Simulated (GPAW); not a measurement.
A run of GPAW 26.7.0:

Contents of run.py:

```python
from ase.calculators.mixing import SumCalculator
from ase.filters import FrechetCellFilter
from ase.io import read, write
from ase.optimize import BFGS
from dftd3.ase import DFTD3
from gpaw import GPAW, PW, setup_paths

setup_paths.insert(0, '.')

atoms = read('MoSe2.xyz')

calc = GPAW(mode=PW(600),
            xc='PBEsol',
            kpts={'size': (6, 6, 2), 'gamma': True},
            occupations={'name': 'fermi-dirac', 'width': 0.05},
            nbands=46,
            convergence={'density': 1e-05, 'energy': 1e-05},
            maxiter=150,
            txt='gpaw.txt')
atoms.calc = SumCalculator([calc, DFTD3(method='pbesol', damping='d3zero')])
opt = BFGS(FrechetCellFilter(atoms), trajectory='relax.traj', logfile='-')
done = opt.run(fmax=0.01, steps=40)
calc.write('gs.gpw')
write('result.traj', atoms)
print('Converged:', done)
print('Cell:', atoms.cell.cellpar().round(4))
print('Volume:', round(atoms.get_volume(), 4))
print(atoms.get_scaled_positions().round(5))
```

The input MoSe2.xyz:

```xyz
6
Lattice="3.2880000000 0.0000000000 0.0000000000 -1.6440000000 2.8474915276 0.0000000000 0.0000000000 0.0000000000 12.9000000000" Properties=species:S:1:pos:R:3 pbc="T T T"
Mo     1.6440000002      0.9491638424      9.6750000000
Mo    -0.0000000002      1.8983276852      3.2250000000
Se     1.6440000002      0.9491638424      4.8375000000
Se    -0.0000000002      1.8983276852     11.2875000000
Se     1.6440000002      0.9491638424      1.6125000000
Se    -0.0000000002      1.8983276852      8.0625000000
```

Potentials or basis: PAW data sets generated in the run's folder for this functional, pw.

Command:

```bash
$ gpaw-setup -f PBEsol Mo Se
$ OMP_NUM_THREADS=1 python run.py
```

Hardware: 1 thread of Intel(R) Xeon(R) Platinum 8488C (Sapphire Rapids), with other jobs on the host.

**Question.** How long does it take, and how much memory?

**Answer.** It took 8.8 min on 1 thread of Intel(R) Xeon(R) Platinum 8488C (Sapphire Rapids), on a shared host, peak memory 0.38 GiB. Counts: scf iterations 158, plane waves 4083, bands 46, k points 14, ion steps 15.
